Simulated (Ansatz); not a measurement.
Moving the strain (εzz = s) in CsPbCl3

```xyz
5
Lattice="5.6050 0.0000 0.0000 0.0000 5.6050 0.0000 0.0000 0.0000 5.6050" Properties=species:S:1:pos:R:3 pbc="T T T"
Pb    2.8025    2.8025    2.8025
Cs    0.0000    0.0000    0.0000
Cl    2.8025    0.0000    2.8025
Cl    0.0000    2.8025    2.8025
Cl    2.8025    2.8025    0.0000
```

The cell comes from a database or a generator and needn't be the form met in nature.

Kept alike: task band structure; functional PBEsol; k mesh 4 × 4 × 4; occupations fermi-dirac, width 0.05 eV; no spin polarisation. Program: Ansatz, Ansatz PAW, cutoff 420 eV. The mesh is that of the run's cell of 5 atoms. No spin-orbit coupling.

| s | band gap (eV) | free energy over the lowest row (meV/atom) |
| --- | --- | --- |
| -0.04 | 1.462 | 15.27 |
| -0.02 | 1.642 | 4.18 |
| -0.01 | 1.721 | 1.32 |
| 0 | 1.795 | 0.00 |
| 0.01 | 1.789 | 0.04 |
| 0.02 | 1.783 | 1.30 |
| 0.04 | 1.768 | 6.89 |

The cell shown is the unstrained one; x, y and z are its Cartesian axes; atoms keep their fractions. Spin-orbit coupling, left out here, moves the band edges of heavy atoms and can close or invert small gaps. Gaps are the smaller of the mesh's and the band path's. All rows use potentials made for PBE.

The band gap runs from 1.462 (-0.04) to 1.795 eV (0). The free energy is lowest at 0; 0.01, and 15.27 meV an atom higher at -0.04.
